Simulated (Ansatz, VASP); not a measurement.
# Cross-check of P between VASP and Ansatz

One calculation is typed for both programs; each brings its own data sets. How far apart do they land? Of the first pair: The structure shown is the start of the Ansatz relaxation below; VASP solves that cell, so the two are compared at the walk's first step.

Calculated with Ansatz 0.2.0; plane waves, with VASP 6.6.1 beside it; single point at PBE.

## Step 1: Set-up

The cell holds 4 atoms: 4 P. Cell: a = 4.487 Å, b = 3.304 Å, c = 27.400 Å, α = 90.0°, β = 90.0°, γ = 90.0°. Vacuum lies along c.

## Step 2: Ansatz: relaxation, PBE

Ansatz runs on its default PAW (the set named soft_2) files.

The two programs are compared at the cell with which this relaxation starts, whose forces are those of its first step.

File input.yaml:

```yaml
crystal:
  lattice:
    - [4.486555034, 0.0, 0.0]
    - [0.0, 3.3039496056, 0.0]
    - [0.0, 0.0, 27.4]
  atoms:
    - { symbol: P, position: [0.0887029932, 0.0, 0.5383876146] }
    - { symbol: P, position: [0.4112970068, 0.5, 0.5383876146] }
    - { symbol: P, position: [0.5887029932, 0.5, 0.4616123854] }
    - { symbol: P, position: [0.9112970068, 0.0, 0.4616123854] }
  periodic: [true, true, false]
kpoints:
  mp_grid: { grid: [4, 6, 1] }
hamiltonian:
  xc: pbe
scf:
  occupations: { method: fermi_dirac, width: 0.02 }
relax:
  f_tol: 0.01
output:
  write_density: true
  write_potential: true
  elf: true
  volumetric_format: npy
```

Run with:

```sh
$ ansatz run input.yaml --threads 3 --pin off --max-ram 92160MiB --backend cuda --devices 1 --max-vram 13GiB --events-out ev --progress --plain --runs-dir out
```

Numbers of over 12 decimals in the logs are rounded to 6 here.

The program printed:

```text
GPUs: using 1 of 1 available (devices: 1).
Engine: ansatz 0.2.0, x86_64-unknown-linux-gnu
Pseudopotentials: kind: paw
Pseudopotential: P, paw, valence charge 5, recommended cutoff 420 eV (normal), P.paw.azcp
Functional definition: PBE
  parameter kappa = 0.804
  parameter beta = 0.066725
  exchange = pbe_x(kappa = kappa, mu = beta*pi^2/3)
  correlation = pbe_c(beta = beta)
device memory: the entry about to start is reckoned to put 1.4 GiB on a device that reports 44.9 GiB free (of which the cap on the GPU budget leaves the run 13.0 GiB)
GPU FFT provider: cuFFT
GPU libraries: cuBLAS 13.8.2, cuFFT 12.4.0, cuSOLVER 12.3.4
Crystal: 4 atoms, lattice volume = 406.160 Å³
Basis set: ecut = 420 eV, 7983 PW (Γ), exchange–correlation on 60×48×384 points (8 copies of the dense FFT grid, shifted against one another)
Bands: 14, of which v1, the nominal top of the filled ones, is band 10 counted from 1 (9 counted from 0)
Symmetry: 8 space group operations
Space group: Pmna (ITA 53), of the structure as read, at distance tolerance 7.4e-5 Å
k-points: 12 of 24
Non-local potential: P, projectors of the file, l = 0: 2, l = 1: 2, l = 2: 2
PAW form: soft (Blöchl's): semilocal exchange-correlation on the pseudo side does not see the compensation charge
PAW one-centre angular grid: P, 110 points (default); XC on 64 Gauss nodes
Initial density: superposition of atomic densities (neutral atoms: chi_scale 0, normalization atom), corrected by the library's trained network
Initial wavefunctions: pseudopotential atomic-orbital guess
GPU buffer pool allocated for 138240 grid points (all kernels)
GPU transforms: local potential and band sums: pruned to the plane-wave sphere, on 30×24×192
Functional: x = pbe(κ = 0.804, μ = 0.219515), c = pbe(β = 0.066725)
SCF iter   1: F=—  HF=-3022.606371 eV  |F-HF|=—  |Δ(HF+E_count)|=         —  Δρ=1.14e-3  dr2=7.03e-3  ethr=1.77e-3  ⟨swp⟩=12.9  Hψ=1824  notcnv=0
preconditioner: auto → Resta (q_TF=auto, 1.652 Å⁻¹)  ε∞=1.9  [insulator: Δε(μ)=0.724 eV  Ē_g=8.908 eV  σ=0.020 eV  W_gap=1.00  n_scr=28 (ndim 8)  ℏωp=8.2 eV  f_vac=0.757  D(μ)=0.00/eV (n_scr^D=0)  ε∞_Penn≈1.9  vacuum switching on, ρ_ref=5.8e-3 e/Å³]
SCF iter   2: F=—  HF=-3022.605184 eV  |F-HF|=—  |Δ(HF+E_count)|=   1.19e-3  Δρ=4.78e-4  dr2=7.04e-4  ethr=3.52e-5  ⟨swp⟩=4.2  Hψ=600  notcnv=0
SCF iter   3: F=—  HF=-3022.605254 eV  |F-HF|=—  |Δ(HF+E_count)|=   7.00e-5  Δρ=1.58e-4  dr2=7.78e-5  ethr=3.52e-6  ⟨swp⟩=3.1  Hψ=363  notcnv=0
SCF iter   4: F=—  HF=-3022.605304 eV  |F-HF|=—  |Δ(HF+E_count)|=   5.02e-5  Δρ=3.78e-5  dr2=6.90e-6  ethr=3.89e-7  ⟨swp⟩=2.7  Hψ=333  notcnv=0
iter 5 did not close the SCF: its close was put off for the readings that it lacked (scf_convergence_deferred on its scf_iter line)
SCF iter   5: F=-3022.605310 eV  HF=-3022.605310 eV  |F-HF|=4.25e-7  |Δ(HF+E_count)|=   5.14e-6  Δρ=8.12e-6  dr2=1.76e-7  ethr=3.45e-8  ⟨swp⟩=2.8  Hψ=340  notcnv=0
SCF iter   6: F=-3022.605310 eV  HF=-3022.605310 eV  |F-HF|=2.72e-10  |Δ(HF+E_count)|=   4.44e-7  Δρ=8.44e-7  dr2=4.04e-9  ethr=8.80e-10  ⟨swp⟩=13.0  Hψ=2082  notcnv=0
SCF 1 converged in 6 iterations: F = -3022.605310 eV  dr2 = 4.04e-9
  greatest PAW one-centre occupation: 0.808 electrons in one spin orbital (limit 2), on the P atom at site 3 (counted from 0), in its partial waves of l = 0
relax step   1: F+E_penalty+E_count = -3022.60531007 eV  Δ(F+E_penalty+E_count) = +0.000e0 eV  max|allowed force component| = 4.503e-1 eV/Å  Δτ_max = 0.0000 Å  (6 SCF iters, dr2 threshold 2.50e-6 eV, accepted)
[...]
relax step   2: F+E_penalty+E_count = -3022.62221759 eV  Δ(F+E_penalty+E_count) = -1.691e-2 eV  max|allowed force component| = 1.811e-1 eV/Å  Δτ_max = 0.0143 Å  (3 SCF iters, dr2 threshold 1.27e-5 eV, accepted)
[...]
relax step   3: F+E_penalty+E_count = -3022.62531743 eV  Δ(F+E_penalty+E_count) = -3.100e-3 eV  max|allowed force component| = 4.516e-3 eV/Å  Δτ_max = 0.0086 Å  (3 SCF iters, dr2 threshold 2.05e-6 eV, accepted)
[...]
relax step   4: F+E_penalty+E_count = -3022.62531748 eV  Δ(F+E_penalty+E_count) = -4.662e-8 eV  max|allowed force component| = 4.575e-3 eV/Å  Δτ_max = 0.0000 Å  (2 SCF iters, accepted)
device memory: the entry about to start is reckoned to put 1.4 GiB on a device that reports 44.9 GiB free (of which the cap on the GPU budget leaves the run 13.0 GiB)
NSCF: frozen V_eff on 12 k-points, pencils in batches of 32, up to order 56
the band table was solved once a step of the walk had ended and its energy, with any forces and stress, was formed, with the checks that follow a solve (1544 applications of the Hamiltonian). They found nothing against the state; the energy, forces and stress were not computed again (output.eigenvalues in the input reference)
SCF converged after 2 iterations
Free energy (F): -3022.625317 eV
Harris-Foulkes:  -3022.625317 eV  (|F-HF|=2.00e-9)
Internal energy: -3022.625317 eV  (E = F + TS)
E sigma→0 (E₀):  -3022.625317 eV
Fermi energy:    -4.558978 eV
--- Per-component energies (eV) ---
  E_band       = -222.480556
  E_kinetic    = 279.487600
  E_local      = -13600.213727  (includes V_loc(G=0)·N_el)
  E_nonlocal   = 135.670337
  E_hartree    = 6616.942741
  E_xc         = -244.616637
  E_vxc        = -241.174972  (∫ρ·V_xc dr)
  E_paw        = -2277.326070  (= ΣΔE_a)
  E_vpaw       = -30.121253  (= ΣTr[D̂ρ^β])
  E_aug_tail   = 0.000013  (compensation charges beyond the density's cutoff)
  E_ewald      = 6067.430426
  E_smearing   = -0.000000  (= −TS)
  E_closure    = 0.000000  (closes the sum)
  Σ components = -3022.625317   (vs F -3022.625317, Δ=0.00e0)
--- Forces (eV/Å), atoms counted from 1 ---
  atom   1  P     -0.00457484    -0.00000000    -0.00136515
  atom   2  P      0.00457484    -0.00000000    -0.00136515
  atom   3  P     -0.00457484    -0.00000000     0.00136515
  atom   4  P      0.00457484    -0.00000000     0.00136515
  max |Σ_I F_I| component: 8.33e-17 eV/Å
--- Band table (eV; the first three rows and the last of 12) ---
  k-point 0: bands = [... 6 lower, -8.3842, -6.7521, -6.7227, -4.9487, -4.1693, -3.3878, -2.2822, -1.5590]
  k-point 1: bands = [... 6 lower, -9.2782, -7.8170, -6.6256, -5.0939, -3.8564, -2.9365, -1.1188, -0.7821]
  k-point 2: bands = [... 6 lower, -8.4856, -7.7724, -6.8088, -5.9066, -3.9298, -3.0483, -2.7351, -2.2750]
  k-point 11: bands = [... 6 lower, -9.7210, -9.7210, -6.1980, -6.1980, -2.5522, -2.5522, -0.8199, -0.8199]
--- Relaxed structure (4 steps of the walk, 4 accepted, 0 SCFs on fresh bases) ---
  F+E_penalty+E_count = -3022.62531748 eV   max|allowed force component| = 4.575e-3 eV/Å
  cell:  # Å, volume = 406.1598 Å³
    - [4.486555034, 0.0, 0.0]
    - [0.0, 3.3039496056, 0.0]
    - [0.0, 0.0, 27.4]
  atoms:
    - { symbol: P, position: [0.084039, 0, 0.538719] }
    - { symbol: P, position: [0.415961, 0.5, 0.538719] }
    - { symbol: P, position: [0.584039, 0.5, 0.461281] }
    - { symbol: P, position: [0.915961, 0, 0.461281] }
```

## Step 3: VASP: single point, PBE, start cell, pair 1

The same cell, functional, mesh and smearing now go to VASP, with its own data sets.

Lines of VASP's logs that name or quote its potential files are left out, and so is its time.

File INCAR:

```
SYSTEM = P
PREC = Accurate
ENCUT = 400
EDIFF = 1E-06
NELM = 120
ISMEAR = -1
SIGMA = 0.02
LREAL = .FALSE.
ALGO = Normal
GGA = PE
NBANDS = 16
LORBIT = 11
LWAVE = .FALSE.
LCHARG = .FALSE.
ISIF = 2
LDIPOL = .TRUE.
IDIPOL = 3
DIPOL = 0.5 0.5 0.5
LVHAR = .TRUE.
LASPH = .TRUE.
GGA_COMPAT = .FALSE.
EFERMI = MIDGAP
NELMDL = -8
```

File POSCAR:

```
P
1.0
    4.4865550340      0.0000000000      0.0000000000
    0.0000000000      3.3039496056      0.0000000000
    0.0000000000      0.0000000000     27.4000000000
P
4
Direct
    0.0887029667      0.0000000299      0.5383876277
    0.4112970258      0.5000000298      0.5383876277
    0.5887029667      0.5000000298      0.4616123723
    0.9112970258      0.0000000299      0.4616123723
```

File KPOINTS:

```
Automatic mesh
0
Gamma
4 6 1
0 0 0
```

PAW data sets: P (PBE family, release 64).

Run with:

```sh
$ mpirun -np 1 vasp_std
```

The program printed:

```text
[banner, memory and clock lines left out]
running    1 mpi-ranks, on    1 nodes
 distrk:  each k-point on    1 cores,    1 groups
 distr:  one band on    1 cores,    1 groups

 POSCAR found type information on POSCAR P
 POSCAR found :  1 types and       4 ions
 LDA part: xc-table for (Slater+PW92), standard interpolation
 POSCAR, INCAR and KPOINTS ok, starting setup
 FFT: planning ... GRIDC
 FFT: planning ... GRID_SOFT
 FFT: planning ... GRID
 WAVECAR not read
 entering main loop
       N       E                     dE             d eps       ncg     rms          rms(c)
DAV:   1     0.131777549422E+03    0.13178E+03   -0.53525E+03   384   0.690E+02
DAV:   2    -0.520440704347E+01   -0.13698E+03   -0.12893E+03   640   0.143E+02
DAV:   3    -0.212884071334E+02   -0.16084E+02   -0.16028E+02   504   0.605E+01
DAV:   4    -0.216287329872E+02   -0.34033E+00   -0.33882E+00   536   0.113E+01
DAV:   5    -0.216398253318E+02   -0.11092E-01   -0.11087E-01   560   0.192E+00
DAV:   6    -0.216401438154E+02   -0.31848E-03   -0.31846E-03   584   0.280E-01
DAV:   7    -0.216401496417E+02   -0.58263E-05   -0.58263E-05   576   0.357E-02
DAV:   8    -0.216401497812E+02   -0.13948E-06   -0.13933E-06   480   0.436E-03    0.105E+01
DAV:   9    -0.214945767512E+02    0.14557E+00   -0.85927E-02   464   0.153E+00    0.624E+00
DAV:  10    -0.214261676291E+02    0.68409E-01   -0.16442E-01   496   0.216E+00    0.305E-01
DAV:  11    -0.214252145297E+02    0.95310E-03   -0.11604E-02   496   0.666E-01    0.137E-01
DAV:  12    -0.214250270863E+02    0.18744E-03   -0.55232E-04   632   0.142E-01    0.995E-02
DAV:  13    -0.214247663919E+02    0.26069E-03   -0.23667E-04   520   0.759E-02    0.671E-02
DAV:  14    -0.214246456561E+02    0.12074E-03   -0.13400E-04   528   0.526E-02    0.243E-02
DAV:  15    -0.214250023410E+02   -0.35668E-03   -0.22654E-04   472   0.561E-02    0.210E-02
DAV:  16    -0.214250493236E+02   -0.46983E-04   -0.13789E-05   512   0.171E-02    0.128E-02
DAV:  17    -0.214251475991E+02   -0.98276E-04   -0.22848E-06   416   0.877E-03    0.533E-03
DAV:  18    -0.214252117226E+02   -0.64123E-04   -0.58027E-06   440   0.896E-03    0.441E-03
DAV:  19    -0.214252593640E+02   -0.47641E-04   -0.25533E-06   440   0.626E-03    0.303E-03
DAV:  20    -0.214252808006E+02   -0.21437E-04   -0.52512E-07   384   0.289E-03    0.142E-03
DAV:  21    -0.214253022724E+02   -0.21472E-04   -0.68303E-07   360   0.245E-03    0.177E-03
DAV:  22    -0.214253102117E+02   -0.79393E-05   -0.21561E-07   400   0.155E-03    0.279E-04
DAV:  23    -0.214253167043E+02   -0.64925E-05   -0.28192E-07   400   0.150E-03    0.892E-04
DAV:  24    -0.214253176372E+02   -0.93299E-06   -0.20105E-08   352   0.648E-04
   1 F= -.21425318E+02 E0= -.21425318E+02  d E =-.606234E-09
```

From OUTCAR (step 3):

```text
ion  position               nearest neighbor table
   1  0.089  0.000  0.538-   2 2.20   2 2.20   4 2.25
   2  0.411  0.500  0.538-   1 2.20   1 2.20   3 2.25
   3  0.589  0.500  0.462-   4 2.20   4 2.20   2 2.25
   4  0.911  0.000  0.462-   3 2.20   3 2.20   1 2.25

  LATTYP: Found a simple orthorhombic cell.
 ALAT       =     3.3039496056
 B/A-ratio  =     1.3579368845
 C/A-ratio  =     8.2931046992

 Subroutine GETGRP returns: Found  8 space group operations
 (whereof  4 operations were pure point group operations)

The static configuration has the point symmetry C_2h.
 The point group associated with its full space group is D_2h.

 Found     12 irreducible k-points:

   k-points           NKPTS =     12   k-points in BZ     NKDIM =     12   number of bands    NBANDS=     16

   dimension x,y,z NGX =    30 NGY =   24 NGZ =  180
   dimension x,y,z NGXF=    60 NGYF=   48 NGZF=  360

   ENCUT  =  400.0 eV  29.40 Ry    5.42 a.u.   7.32  5.39 44.68*2*pi/ulx,y,z

   NELECT =      20.0000    total number of electrons

 k-points in reciprocal lattice and weights: Automatic mesh
   0.00000000  0.00000000  0.00000000       0.042
   0.25000000  0.00000000  0.00000000       0.083
   0.50000000  0.00000000  0.00000000       0.042
   0.00000000  0.16666667  0.00000000       0.083
   0.25000000  0.16666667  0.00000000       0.167
   0.50000000  0.16666667  0.00000000       0.083
   0.00000000  0.33333333  0.00000000       0.083
   0.25000000  0.33333333  0.00000000       0.167
   0.50000000  0.33333333  0.00000000       0.083
   0.00000000  0.50000000  0.00000000       0.042
   0.25000000  0.50000000  0.00000000       0.083
   0.50000000  0.50000000  0.00000000       0.042

 dipolmoment           0.000000      0.000000     -0.000000 electrons x Angstroem

 average (electrostatic) potential at core
       1 -91.8907       2 -91.8907       3 -91.8907       4 -91.8907

 E-fermi :  -2.4650

 k-point     1 :       0.0000    0.0000    0.0000
  band No.  band energies     occupation
    ...
      6      -7.4170      2.00000
      7      -6.5292      2.00000
      8      -4.9104      2.00000
      9      -4.6218      2.00000
     10      -2.8348      2.00000
     11      -2.0952      0.00000
     12      -1.4881      0.00000
     13      -0.3522      0.00000
     14       0.5548      0.00000
     15       1.4598      0.00000
    ...

 k-point     2 :       0.2500    0.0000    0.0000
  band No.  band energies     occupation
    ...
      6      -6.2895      2.00000
      7      -6.2401      2.00000
      8      -5.1140      2.00000
      9      -4.3081      2.00000
     10      -3.5060      2.00000
     11      -1.2440      0.00000
     12      -0.8725      0.00000
     13      -0.7837      0.00000
     14       0.3503      0.00000
     15       2.0132      0.00000
    ...

 k-point     3 :       0.5000    0.0000    0.0000
  band No.  band energies     occupation
    ...
      6      -5.9100      2.00000
      7      -5.6914      2.00000
      8      -5.6914      2.00000
      9      -4.0387      2.00000
     10      -4.0387      2.00000
     11      -0.9137      0.00000
     12      -0.9137      0.00000
     13       0.7009      0.00000
     14       0.7009      0.00000
     15       0.7896      0.00000
    ...

  Total        1.8520384      1.1171984      0.1141923      0.0000000      0.0000000      0.0000000
  in kB        7.3057295      4.4070089      0.4504539      0.0000000      0.0000000      0.0000000
  external PRESSURE =       4.0543974 kB  Pullay stress =       0.0000000 kB

  energy-cutoff  :      400.00
  volume of cell :      406.16
      direct lattice vectors                 reciprocal lattice vectors
     4.486555034  0.000000000  0.000000000     0.222888161  0.000000000  0.000000000
     0.000000000  3.303949606  0.000000000     0.000000000  0.302668055  0.000000000
     0.000000000  0.000000000 27.400000000     0.000000000  0.000000000  0.036496350

 POSITION                                       TOTAL-FORCE (eV/Angst)
 -----------------------------------------------------------------------------------
      0.39797      0.00000     14.75182        -0.415652      0.000000      0.029294
      1.84531      1.65197     14.75182         0.415652      0.000000      0.029294
      2.64125      1.65197     12.64818        -0.415652      0.000000     -0.029294
      4.08858      0.00000     12.64818         0.415652      0.000000     -0.029294
 -----------------------------------------------------------------------------------
    total drift:                                0.000027     -0.000041      0.000004

  FREE ENERGIE OF THE ION-ELECTRON SYSTEM (eV)
  ---------------------------------------------------
  free  energy   TOTEN  =       -21.4253176372 eV

  energy  without entropy=      -21.4253176366  energy(sigma->0) =      -21.42531764

 vacuum level on the upper side and lower side of the slab         2.064         2.064

 total charge
# of ion       s       p       d       tot
------------------------------------------
    1        1.076   1.399   0.000   2.475
    2        1.076   1.399   0.000   2.475
    3        1.076   1.399   0.000   2.475
    4        1.076   1.399   0.000   2.475
--------------------------------------------------
tot          4.305   5.594   0.000   9.899

[... 3 further parts left out ...]
```

## Step 4: Side by side

Known differences besides the potentials themselves: Ansatz cuts the interaction across the vacuum, VASP repeats the sheet with a dipole correction; the cutoff is 420 eV in Ansatz and 400 eV in VASP. Total energies have different zeros and are not compared.

Forces (eV/Å; atoms numbered as in POSCAR):

```tsv
atom	Ansatz x, y, z	VASP x, y, z
P1	-0.450, 0.000, 0.064	-0.416, 0.000, 0.029
P2	0.450, 0.000, 0.064	0.416, 0.000, 0.029
P3	-0.450, 0.000, -0.064	-0.416, 0.000, -0.029
P4	0.450, 0.000, -0.064	0.416, 0.000, -0.029
```

The forces differ by 28 meV/Å r.m.s., which is 11.7 % of the r.m.s. force of 0.241 eV/Å (both taken over all components). With vacuum in the cell, a pressure given here is an average over mostly empty space and none of the material.

## Step 5: Ansatz: relaxation, PBE

This run makes the geometry at which the two programs are then compared.

The structure compared here is the end of the Ansatz relaxation.

input.yaml is that of step 2.

Run with:

```sh
$ ansatz run input.yaml --threads 3 --pin off --max-ram 92160MiB --backend cuda --devices 1 --max-vram 13GiB --events-out ev --progress --plain --runs-dir out
```

The program printed:

```text
GPUs: using 1 of 1 available (devices: 1).
[...]
GPU FFT provider: cuFFT
GPU libraries: cuBLAS 13.8.2, cuFFT 12.4.0, cuSOLVER 12.3.4
Crystal: 4 atoms, lattice volume = 406.160 Å³
Basis set: ecut = 420 eV, 7983 PW (Γ), exchange–correlation on 60×48×384 points (8 copies of the dense FFT grid, shifted against one another)
Bands: 14, of which v1, the nominal top of the filled ones, is band 10 counted from 1 (9 counted from 0)
[...]
--- Relaxed structure (4 steps of the walk, 4 accepted, 0 SCFs on fresh bases) ---
  F+E_penalty+E_count = -3022.62531748 eV   max|allowed force component| = 4.575e-3 eV/Å
  cell:  # Å, volume = 406.1598 Å³
    - [4.486555034, 0.0, 0.0]
    - [0.0, 3.3039496056, 0.0]
    - [0.0, 0.0, 27.4]
  atoms:
    - { symbol: P, position: [0.084039, 0, 0.538719] }
    - { symbol: P, position: [0.415961, 0.5, 0.538719] }
    - { symbol: P, position: [0.584039, 0.5, 0.461281] }
    - { symbol: P, position: [0.915961, 0, 0.461281] }
[key lines of the parts left out:]
SCF converged after 2 iterations
Free energy (F): -3022.625317 eV
Fermi energy:    -4.558978 eV
```

(Part 1 of 2 ends here.)

[Lines on the potential files, build, host, timing and source positions are cut from VASP's logs without a mark.]

[Logs are printed without paths, hosts, clocks, repeated set-up lines and the standing remarks that a program may print on its own settings, such as how far it seeks lower states.]

[Hosts, paths, dates, database ids (printed as entryN), source tags and the programs' standing remarks are cut or masked in the printed files.]
